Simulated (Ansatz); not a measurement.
**Moving the Hubbard U on W d in WS2**

```
W S
1.0
     3.18000    0.00000    0.00000
    -1.59000    2.75396    0.00000
     0.00000    0.00000   12.50000
W S
2 4
Cartesian
  1.5900 0.9180 9.3750
  0.0000 1.8360 3.1250
  1.5900 0.9180 4.6875
  0.0000 1.8360 10.9375
  1.5900 0.9180 1.5625
  0.0000 1.8360 7.8125
```

Kept alike: task band structure; functional PBEsol; k mesh 10 × 10 × 3; occupations fermi-dirac, width 0.05 eV; no spin polarisation. Program: Ansatz, Ansatz PAW, cutoff 420 eV. The mesh is that of the run's cell of 6 atoms. No spin-orbit coupling.

| run | pressure (GPa) |
| --- | --- |
| A | -0.88 |
| B | -2.43 |
| C | -2.66 |
| D | -2.29 |
| E | -2.71 |
| F | -2.09 |
| G | -2.53 |
| H | -2.60 |

Pressure is positive in compression, with a Pulay correction for the finite cutoff. U acts here on a shell without spin polarisation. How U acts hangs on the program's projectors. All rows use potentials made for PBE. U is the effective U - J on orthogonalised atomic projectors. Double counting: fully localised limit (the default).

Q: The runs differ in the Hubbard U on W d alone: 0; 1; 2; 3; 4; 5; 6; 8 eV. Which run is which?

A: Run A is 8 eV; run B is 4 eV; run C is 1 eV; run D is 5 eV; run E is 0 eV; run F is 6 eV; run G is 3 eV; run H is 2 eV. The pressure rises from -2.71 to -0.88 GPa between 0 and 8 eV. Its step between 6 and 8 is far larger than the others, which points to a change of electronic state.

The pressure stays negative at every U, so this fixed cell would tend to contract throughout, but less strongly as U grows: the correction favours a larger equilibrium volume. A probable reason is weakened W-S covalency. The W 5d states mix strongly with S 3p, which leaves the d orbitals fractionally occupied, and U penalises just that. The bonding then pulls the lattice together less, although the strain dependence of the projectors enters the same stress term and could contribute.

The response steepens steadily even before the last interval, as expected if the occupations readjust to the added potential and reinforce it. The final interval is also twice as wide as the others, so part of its large step is simply this continued steepening. The rest may reflect a reordering or changed filling of the d bands, which only the occupations or the bands at 6 and 8 eV could confirm. Being an average over directions, the pressure doesn't show whether the layers themselves or the spacing between them respond more.
